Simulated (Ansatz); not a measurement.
A series in volume scale on PbSe

Results calculated with Ansatz 0.2.0, not measured. Periodic Kohn-Sham DFT of a crystal at fixed atoms, scaled to volume_scale times the given cell; pressure positive in compression, energy less spherical unpolarised free atoms, largest_vzz the field gradient of largest size among the nuclei.

The cell before it is scaled or strained (space group Fm-3m, No. 225):
```
PbSe
1.0
      0.0000     3.0622     3.0622
      3.0622     0.0000     3.0622
      3.0622     3.0622     0.0000
Pb Se
1 1
Direct
  0.00000 0.00000 0.00000
  0.50000 0.50000 0.50000
```

Settings of every row: method frozen-core PAW; functional PBE; relativity scalar; k mesh 7x7x7; filling fermi-dirac; smearing width 0.02 eV; wave cutoff 420 eV; paw set soft_2.

Atom start moment: 0 on all atoms.

Limits: no spin-orbit coupling on heavy atoms.

Limits of some rows: small gap, it may come from the mesh (row 1, 3).

| row | volume scale | V (Å³/atom) | pressure (GPa) |
| --- | --- | --- | --- |
| 1 | 0.95 | 27.279 | 5.506 |
| 2 | 0.975 | 27.994 | 3.796 |
| 3 | 1 | 28.713 | ? |
| 4 | 1.025 | 29.429 | 0.974 |
| 5 | 1.05 | 30.147 | -0.187 |

Question: what pressure should row 3 give?

Worked fit of pressure. Take u = (V_r/V)^(2/3) − 1 with V_r = 28.712 Å³ an atom, which is twice the finite (Eulerian) strain; such expansions in the strain, on which the Birch-Murnaghan equation of state is built, carry the rest volume and the bulk modulus. The shown rows have u = 0.03472, 0.01703, -0.01631, -0.03199. Least squares give pressure = 2.2913 + 84.672 × u + 226.76 × u² GPa; a straight line predicts inner rows, each left out in turn, worse (root mean square 0.15 against 0.0081 GPa). The rows lie off it by 0.002, -0.003, 0.003, -0.002. The pressure vanishes at u = -0.0294, or V = 30.03 Å³ an atom, and there the bulk modulus at fixed shape and fractions is B = −V dP/dV = (2/3)(1 + u) dP/du = 46.2 GPa. The withheld row has u = -2e-05, so the fit gives 2.2913 + 84.672 × (-2e-05) + 226.76 × (-2e-05)² = 2.290 GPa.

The calculation gave 2.294 GPa. The fit lies 0.004 GPa (0.07 % of the column's range) below it; its largest miss of a shown row is 0.003 GPa.
